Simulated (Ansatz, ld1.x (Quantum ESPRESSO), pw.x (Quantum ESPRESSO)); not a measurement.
## Equation-of-state test of one TM potential (rhenium (Re))

* Element: Re
* Generator: ld1.x (Quantum ESPRESSO) 7.5
* Type: norm-conserving Troullier–Martins (Kleinman–Bylander form)
* Functional: PBE
* Relativity: scalar-relativistic
* Frozen core: [Xe] 4f14
* Valence charge: 7
* Reference configuration: 5d5 6s1 6p0 (charge +1)
* Partial waves: 6p (bound, empty): rc 2.75 bohr; 5d (bound): rc 1.65 bohr; 6s (bound): rc 2.50 bohr
* Local potential: the s channel
* Core correction: a·sin(br)/r model core inside 1.35 bohr

Atomic tests: cutoffs needed: 35 Ry and 50 Ry (the cutoffs (Ry, on a coarse ladder) from which the occupation-weighted sum of valence levels, in a spherical-Bessel basis at the reference potential, stays within 10 and 1 mRy of its value at 400 Ry); ghost test: no extra level below or beside the all-electron valence levels (p, d, s, f tested) (spherical-Bessel basis up to 400 Ry, 20 bohr box); largest excitation error: -169 meV (all-electron minus pseudo) for 5d4 6s0 6p0, out of 7 test configurations.

Crystal test: diamond Re in pw.x 7.5, no spin, 8³ k-points, Fermi–Dirac smearing 0.01 Ry, cutoffs 60/240 Ry. The reference is all-electron LAPW (Ansatz 0.2.0) with the same functional, mesh and smearing; V0 and B0 come from Birch–Murnaghan fits to the pressures at five volumes. Errors are pseudo minus all-electron; Δ is the rms difference of the E(V) curves that follow from these fits, minima aligned, over ±6 % about the mean V0. Mesh and smearing are coarse, so the numbers serve the comparison and aren't converged zero-temperature values; the lattice is a test structure that the element need not adopt.

```tsv
V (Å³/atom)	P all-electron (GPa)	P pseudo (GPa)
21.456	9.93	14.24
22.020	4.57	8.60
22.585	-0.13	3.63
23.150	-4.26	-0.74
23.714	-7.88	-4.60
```

All-electron: a0 = 5.652 Å (V0 = 22.57 Å³/atom), B0 = 176.6 GPa.

Pseudopotential: mean pressure error (GPa): +3.78; a0 (Å): 5.692; a0 error (%): +0.70; B0 error (%): -3.0; Δ (meV/atom): 18.2. The largest radius (2.75 bohr) exceeds half the bond length (2.31 bohr), so the spheres overlap, which is one possible source of error among others. This is a poor potential for the solid.

Q: At the middle volume, how do free energy and pressure move when the wave cutoff is lowered (ecutrho kept at four times it)?

A:

| cutoff (Ry) | shift of F (meV/atom) | shift of P (GPa) |
| --- | --- | --- |
| 27 | +457.0 | -18.79 |
| 36 | +11.8 | +0.22 |
| 48 | +4.9 | +0.26 |

The run at the middle volume (29 k-points, 8 iterations) took about 25 s on one core of a shared host (Neoverse-N1, 64 threads, 124 GiB, load 58).
